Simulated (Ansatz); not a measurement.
Calculation for Nb (beta tin type): DFT, PBE, PAW with Ansatz's default frozen-core files, scalar-relativistic (Ansatz 0.2.0). This run: beta tin relaxed under pressure.

The start is a guessed cell of a prototype that needn't be stable.

Command: `ansatz run input.yaml --threads 1 --pin off --max-ram 3584MiB --backend cpu --events-out ev --progress --plain --runs-dir out` It took 66 s on 1 thread of Arm Neoverse V1, with other jobs on the host, peak memory 0.46 GiB.

```yaml
crystal:
  lattice:
    - [-2.4813536726, 2.4813536726, 1.3647445199]
    - [2.4813536726, -2.4813536726, 1.3647445199]
    - [2.4813536726, 2.4813536726, -1.3647445199]
  atoms:
    - { symbol: Nb, position: [-0.375, -0.125, -0.25] }
    - { symbol: Nb, position: [0.375, 0.125, 0.25] }
kpoints:
  mp_grid: { grid: [16, 16, 16] }
scf:
  occupations: { method: fermi_dirac, width: 0.08 }
hamiltonian:
  xc: pbe
  pseudopotentials: { kind: paw }
output:
  forces: true
  stress: true
  eigenvalues: true
  write_density: true
  write_potential: true
  elf: true
  volumetric_format: npy
relax:
  f_tol: 0.005
  max_steps: 40
  cell: { p_target: 28.0, stress_tol: 0.03 }
```

Output:

```
Engine: ansatz 0.2.0
Pseudopotentials: kind: paw
Pseudopotential: Nb, paw, valence charge 13, recommended cutoff 420 eV (normal), Nb.paw.azcp
Functional definition: PBE
  parameter kappa = 0.804
  parameter beta = 0.06672455060314922
  exchange = pbe_x(kappa = kappa, mu = beta*pi^2/3)
  correlation = pbe_c(beta = beta)
Crystal: 2 atoms, lattice volume = 33.612 Å³
Basis set: ecut = 420 eV, 673 PW (Γ), exchange–correlation on 54×54×54 points (8 copies of the dense FFT grid, shifted against one another)
Bands: 17, of which v1, the nominal top of the filled ones, is band 13 counted from 1 (12 counted from 0)
Symmetry: 16 space group operations
Space group: I41/amd (ITA 141), of the structure as read, at distance tolerance 3.2e-5 Å
k-points: 349 of 4096
Non-local potential: Nb, projectors of the file, l = 0: 3, l = 1: 2, l = 2: 2, l = 3: 1
PAW form: soft (Blöchl's): semilocal exchange-correlation on the pseudo side does not see the compensation charge
PAW one-centre angular grid: Nb, 590 points (default); XC on 64 Gauss nodes
Initial density: superposition of atomic densities (neutral atoms: chi_scale 0, normalization atom), corrected by the library's trained network
Initial wavefunctions: pseudopotential atomic-orbital guess
Functional: x = pbe(κ = 0.804, μ = 0.2195149727645171), c = pbe(β = 0.06672455060314922)
SCF iter   1: F=—  HF=-9103.069201 eV  |F-HF|=—  |Δ(HF+E_count)|=         —  Δρ=5.15e-3  dr2=4.26e-3  ethr=1.77e-3  ⟨swp⟩=5.1  Hψ=26709  notcnv=0
preconditioner: auto → none  [metal: Δε(μ)=0.001 eV  Ē_g=4.509 eV  σ=0.080 eV  W_gap=0.00  n_scr=8 (ndim 8)  ℏωp=20.3 eV  f_vac=0.000  D(μ)=2.04/eV (n_scr^D=16)  sad-step TF]
SCF iter   2: F=—  HF=-9103.068329 eV  |F-HF|=—  |Δ(HF+E_count)|=   8.72e-4  Δρ=3.05e-3  dr2=1.61e-3  ethr=1.64e-5  ⟨swp⟩=1.4  Hψ=9261  notcnv=0
SCF iter   3: F=—  HF=-9103.068040 eV  |F-HF|=—  |Δ(HF+E_count)|=   2.89e-4  Δρ=3.18e-4  dr2=1.72e-5  ethr=6.19e-6  ⟨swp⟩=2.0  Hψ=7708  notcnv=0
SCF iter   4: F=—  HF=-9103.068036 eV  |F-HF|=—  |Δ(HF+E_count)|=   3.88e-6  Δρ=7.10e-5  dr2=1.60e-6  ethr=6.61e-8  ⟨swp⟩=2.0  Hψ=10576  notcnv=0
SCF iter   5: F=—  HF=-9103.068036 eV  |F-HF|=—  |Δ(HF+E_count)|=   4.44e-7  Δρ=2.28e-5  dr2=1.21e-7  ethr=6.17e-9  ⟨swp⟩=2.4  Hψ=9028  notcnv=0
SCF iter   6: F=-9103.068036 eV  HF=-9103.068036 eV  |F-HF|=5.43e-9  |Δ(HF+E_count)|=   3.48e-8  Δρ=6.52e-6  dr2=7.91e-9  ethr=3.85e-10  ⟨swp⟩=7.1  Hψ=32579  notcnv=0
SCF 1 converged in 6 iterations: F = -9103.068036 eV  dr2 = 7.91e-9
  greatest PAW one-centre occupation: 0.998 electrons in one spin orbital (limit 2), on the Nb atom at site 1 (counted from 0), in its partial waves of l = 0
relax step   1: F+E_penalty+E_count = -9103.06803565 eV  Δ(F+E_penalty+E_count) = +0.000e0 eV  max|allowed force component| = 1.301e-18 eV/Å  Δτ_max = 0.0000 Å  P = +24.415 GPa  Ω = 33.612 Å³  (6 SCF iters, dr2 threshold 1.00e-7 eV, accepted)
Crystal: 2 atoms, lattice volume = 32.317 Å³
Basis set: ecut = 420 eV, 633 PW (Γ), exchange–correlation on 54×54×54 points (8 copies of the dense FFT grid, shifted against one another)
Initial density: handed on by an earlier stage of this run
Initial wavefunctions: those handed on with the density
iter 1 solved again at ethr=9.99e-7 eV; its pass at ethr=3.10e-3 eV (dr2=2.60e-4 eV) is discarded
SCF iter   1: F=—  HF=-9102.832878 eV  |F-HF|=—  |Δ(HF+E_count)|=         —  Δρ=1.38e-3  dr2=3.02e-4  ethr=9.99e-7  ⟨swp⟩=2.7  Hψ=42588  notcnv=0
preconditioner: auto → none  [metal: Δε(μ)=0.001 eV  Ē_g=4.705 eV  σ=0.080 eV  W_gap=0.00  n_scr=8 (ndim 8)  ℏωp=20.7 eV  f_vac=0.000  D(μ)=1.93/eV (n_scr^D=16)]
SCF iter   2: F=—  HF=-9102.832973 eV  |F-HF|=—  |Δ(HF+E_count)|=   9.45e-5  Δρ=5.77e-4  dr2=3.05e-5  ethr=9.99e-7  ⟨swp⟩=3.0  Hψ=10416  notcnv=0
SCF iter   3: F=—  HF=-9102.833026 eV  |F-HF|=—  |Δ(HF+E_count)|=   5.37e-5  Δρ=1.34e-4  dr2=1.62e-6  ethr=1.17e-7  ⟨swp⟩=1.9  Hψ=7750  notcnv=0
iter 4 did not close the SCF: its close was put off for the readings that it lacked (scf_convergence_deferred on its scf_iter line)
SCF iter   4: F=-9102.833029 eV  HF=-9102.833029 eV  |F-HF|=2.07e-9  |Δ(HF+E_count)|=   2.94e-6  Δρ=9.34e-6  dr2=9.27e-9  ethr=6.22e-9  ⟨swp⟩=2.8  Hψ=10321  notcnv=0
iter 5 did not close the SCF: its close was put off for the readings that it lacked (scf_convergence_deferred on its scf_iter line)
SCF iter   5: F=-9102.833029 eV  HF=-9102.833029 eV  |F-HF|=6.37e-11  |Δ(HF+E_count)|=   2.83e-9  Δρ=1.75e-6  dr2=3.61e-10  ethr=3.57e-11  ⟨swp⟩=2.1  Hψ=10694  notcnv=0
SCF iter   6: F=-9102.833029 eV  HF=-9102.833029 eV  |F-HF|=3.64e-12  |Δ(HF+E_count)|=  1.07e-10  Δρ=1.04e-7  dr2=1.90e-12  ethr=1.39e-12  ⟨swp⟩=4.0  Hψ=28263  notcnv=0
SCF 2 converged in 6 iterations: F = -9102.833029 eV  dr2 = 1.90e-12
relax step   2: F+E_penalty+E_count = -9102.83302930 eV  Δ(F+E_penalty+E_count) = +2.350e-1 eV  max|allowed force component| = 2.602e-18 eV/Å  Δτ_max = 0.0000 Å  P = +34.140 GPa  Ω = 32.317 Å³  energy of the carried Pulay correction = +2.936e-4 eV  (6 SCF iters, dr2 threshold 2.00e-7 eV, rejected (line search))
Crystal: 2 atoms, lattice volume = 33.117 Å³
iter 1 solved again at ethr=4.80e-7 eV; its pass at ethr=3.10e-3 eV (dr2=1.25e-4 eV) is discarded
SCF iter   1: F=—  HF=-9102.987821 eV  |F-HF|=—  |Δ(HF+E_count)|=         —  Δρ=8.52e-4  dr2=1.15e-4  ethr=4.80e-7  ⟨swp⟩=2.4  Hψ=42600  notcnv=0
preconditioner: auto → none  [metal: Δε(μ)=0.009 eV  Ē_g=4.590 eV  σ=0.080 eV  W_gap=0.03  n_scr=8 (ndim 8)  ℏωp=20.4 eV  f_vac=0.000  D(μ)=1.99/eV (n_scr^D=16)]
SCF iter   2: F=—  HF=-9102.987864 eV  |F-HF|=—  |Δ(HF+E_count)|=   4.31e-5  Δρ=3.61e-4  dr2=1.23e-5  ethr=4.42e-7  ⟨swp⟩=2.9  Hψ=9951  notcnv=0
SCF iter   3: F=—  HF=-9102.987886 eV  |F-HF|=—  |Δ(HF+E_count)|=   2.18e-5  Δρ=8.43e-5  dr2=7.12e-7  ethr=4.74e-8  ⟨swp⟩=1.8  Hψ=7406  notcnv=0
SCF iter   4: F=—  HF=-9102.987888 eV  |F-HF|=—  |Δ(HF+E_count)|=   2.30e-6  Δρ=5.47e-6  dr2=3.19e-9  ethr=2.74e-9  ⟨swp⟩=2.9  Hψ=10368  notcnv=0
SCF iter   5: F=—  HF=-9102.987888 eV  |F-HF|=—  |Δ(HF+E_count)|=   1.50e-9  Δρ=6.12e-7  dr2=8.86e-11  ethr=1.23e-11  ⟨swp⟩=2.3  Hψ=10617  notcnv=0
SCF iter   6: F=-9102.987888 eV  HF=-9102.987888 eV  |F-HF|=1.82e-12  |Δ(HF+E_count)|=  2.18e-11  Δρ=1.10e-7  dr2=1.31e-12  ethr=1.00e-12  ⟨swp⟩=5.2  Hψ=23300  notcnv=0
[... lines left out ...]
iter 5 did not close the SCF: its close was put off for the readings that it lacked (scf_convergence_deferred on its scf_iter line)
SCF iter   5: F=-9102.984874 eV  HF=-9102.984874 eV  |F-HF|=0.00e0  |Δ(HF+E_count)|=  5.46e-12  Δρ=1.83e-8  dr2=7.10e-14  ethr=1.00e-12  ⟨swp⟩=1.0  Hψ=5933  notcnv=0
iter 6 did not close the SCF: its close was put off for the readings that it lacked (scf_convergence_deferred on its scf_iter line)
SCF iter   6: F=-9102.984874 eV  HF=-9102.984874 eV  |F-HF|=1.82e-12  |Δ(HF+E_count)|=  3.64e-12  Δρ=2.55e-9  dr2=1.06e-15  ethr=1.00e-12  ⟨swp⟩=1.0  Hψ=5933  notcnv=0
iter 7 did not close the SCF: its close was put off for the readings that it lacked (scf_convergence_deferred on its scf_iter line)
SCF iter   7: F=-9102.984874 eV  HF=-9102.984874 eV  |F-HF|=1.82e-12  |Δ(HF+E_count)|=  3.64e-12  Δρ=6.92e-10  dr2=4.33e-17  ethr=1.00e-12  ⟨swp⟩=1.0  Hψ=5933  notcnv=0
SCF iter   8: F=-9102.984874 eV  HF=-9102.984874 eV  |F-HF|=0.00e0  |Δ(HF+E_count)|=    0.00e0  Δρ=7.29e-11  dr2=1.16e-18  ethr=1.00e-12  ⟨swp⟩=1.2  Hψ=13334  notcnv=0
SCF 5 converged in 8 iterations: F = -9102.984874 eV  dr2 = 1.16e-18
relax step   5: F+E_penalty+E_count = -9102.98487365 eV  Δ(F+E_penalty+E_count) = +1.187e-4 eV  max|allowed force component| = 6.939e-18 eV/Å  Δτ_max = 0.0000 Å  P = +28.006 GPa  Ω = 33.100 Å³  stress off target by 1.64e-2 GPa  SCF on the basis re-selected at this cell (its energy is not comparable with the rows above)  (8 SCF iters)
basis re-selected at this cell: Δ(F+E_penalty+E_count) = +1.187e-4 eV, ΔP = +0.001 GPa vs the last step (what re-selecting the basis moved, of the pressure what is left beyond the Pulay correction that the steps carried, after the strain that the cell walked since its last selection, with what the two solves' SCF thresholds leave and, on support functions, any second-order correction that the steps lacked; it is no measure of the basis error at this ecutwfc). This SCF's stress stands 1.64e-2 GPa from its target on what of the cell is left free (relax.cell.stress_tol is 3.00e-2 GPa) and its largest allowed force component is 6.94e-18 eV/Å (relax.f_tol is 5.00e-3 eV/Å): within both
SCF converged after 8 iterations
Free energy (F): -9102.984874 eV
Harris-Foulkes:  -9102.984874 eV  (|F-HF|=0.00e0)
Internal energy: -9102.944178 eV  (E = F + TS)
E sigma→0 (E₀):  -9102.964526 eV
Entropy (-TS):   -0.040695 eV (-20.348 meV/atom)
Fermi energy:    20.044481 eV
--- Per-component energies (eV) ---
  E_band       = -88.820947
  E_kinetic    = 802.384748
  E_local      = -1347.087893  (includes V_loc(G=0)·N_el)
  E_nonlocal   = 244.306746
  E_hartree    = 430.149200
  E_xc         = -354.584968
  E_vxc        = -430.702704  (∫ρ·V_xc dr)
  E_paw        = -6148.806133  (= ΣΔE_a)
  E_vpaw       = -218.020257  (= ΣTr[D̂ρ^β])
  E_aug_tail   = 0.000013  (compensation charges beyond the density's cutoff)
  E_ewald      = -2729.305891
  E_smearing   = -0.040695  (= −TS)
  E_closure    = 0.000000  (closes the sum)
  Σ components = -9102.984874   (vs F -9102.984874, Δ=0.00e0)
--- Forces (eV/Å), atoms counted from 1 ---
  atom   1  Nb     0.00000000    -0.00000000    -0.00000000
  atom   2  Nb     0.00000000     0.00000000     0.00000000
  max |Σ_I F_I| component: 5.20e-18 eV/Å
--- Stress (GPa, compression-positive) ---
       28.000592       0.000000      -0.000000
        0.000000      28.000592      -0.000000
        0.000000      -0.000000      28.016390
  P = ⅓ Tr σ = 28.0059 GPa (280.059 kbar)
--- Band table (eV; the first three rows and the last of 349) ---
  k-point 0: bands = ["-34.8238", "-34.0699", "-11.5905", "-11.5905", "-9.8484", "-9.8208", "-9.6547", "-9.6547", "13.7144", "14.6948", "16.9689", "17.6762", "18.5076", "22.5054", "22.5054", "22.6159", "22.6159"]
  k-point 1: bands = ["-34.8167", "-34.0773", "-11.5768", "-11.5761", "-9.8755", "-9.8189", "-9.6793", "-9.6482", "13.7892", "14.7604", "17.0145", "17.6424", "18.4665", "22.5321", "22.5718", "22.6677", "22.6838"]
  k-point 2: bands = ["-34.7956", "-34.0991", "-11.5355", "-11.5333", "-9.9466", "-9.8129", "-9.7512", "-9.6375", "14.0084", "14.9534", "17.1513", "17.5517", "18.3591", "22.6016", "22.7551", "22.8180", "22.8637"]
  k-point 348: bands = ["-34.4387", "-34.4387", "-11.9968", "-11.9968", "-9.8506", "-9.8506", "-9.4041", "-9.4041", "16.5230", "16.5230", "18.6531", "18.6531", "20.9606", "20.9606", "22.0714", "22.0714", "23.3827"]
--- Relaxed structure (4 steps of the walk, 3 accepted, 1 SCFs on fresh bases) ---
  F+E_penalty+E_count = -9102.98487365 eV   max|allowed force component| = 6.939e-18 eV/Å   (the final SCF, on the basis selected at the relaxed cell)
  cell:  # Å, volume = 33.0998 Å³
    - [-2.4635624389615196, 2.4635624389615196, 1.3634470367820113]
    - [2.4635624389615196, -2.4635624389615196, 1.3634470367820113]
    - [2.4635624389615196, 2.4635624389615196, -1.3634470367820113]
  atoms:
    - { symbol: Nb, position: [-0.375, -0.12500000000000003, -0.25] }
    - { symbol: Nb, position: [0.375, 0.12500000000000003, 0.25] }
```
